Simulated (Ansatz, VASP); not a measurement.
## One calculation of HfO2, two programs

```xyz
6
Lattice="4.7997 0.0000 0.0000 0.0000 4.7997 0.0000 0.0000 0.0000 3.1838" Properties=species:S:1:pos:R:3 pbc="T T T"
Hf    0.0000    0.0000    0.0000
Hf    2.3998    2.3998    1.5919
O     0.9351    3.8646    1.5919
O     1.4648    1.4648    0.0000
O     3.3349    3.3349    0.0000
O     3.8646    0.9351    1.5919
```

Change from the starting cell: mode 4 frozen in at +0.000 Å, equal normal strain along x, y and z -0.0167.

Alike in both runs: task single point; functional PBE; k mesh 6 × 6 × 8; occupations gaussian, width 0.05 eV; no spin polarisation.

|  | VASP | Ansatz |
| --- | --- | --- |
| version | VASP 6.6.1 | Ansatz 0.2.0 |
| potentials or method | VASP PAW PBE potentials, release 64 (Hf_pv, O) | scalar-relativistic, plane waves, PAW |
| plane-wave cutoff (eV) | 520 | 520 |
| valence electrons in the cell | 44 | 76 |

Ansatz gave:

* gap on the k mesh at the Fermi level (eV): 4.10
* least direct gap on the mesh (eV): 4.10
* pressure (GPa): 12.1
* largest component of the traceless stress (GPa): 2.24
* rms of the force components (eV/Å): 0.085

What did VASP give for the same quantities?

gap on the k mesh at the Fermi level (eV): 4.04; least direct gap on the mesh (eV): 4.04; pressure (GPa): 9.0; largest component of the traceless stress (GPa): 1.74; rms of the force components (eV/Å): 0.059.

Atom by atom the forces differ by 0.026 eV/Å (rms over components). The functional is the same, so the differences come from potentials, cutoffs and numerics. The two sets of potentials don't hold the same shells in valence.

Caveats: spin-orbit coupling is left out, which moves the levels of the heavy elements. A k mesh can miss the band edges.
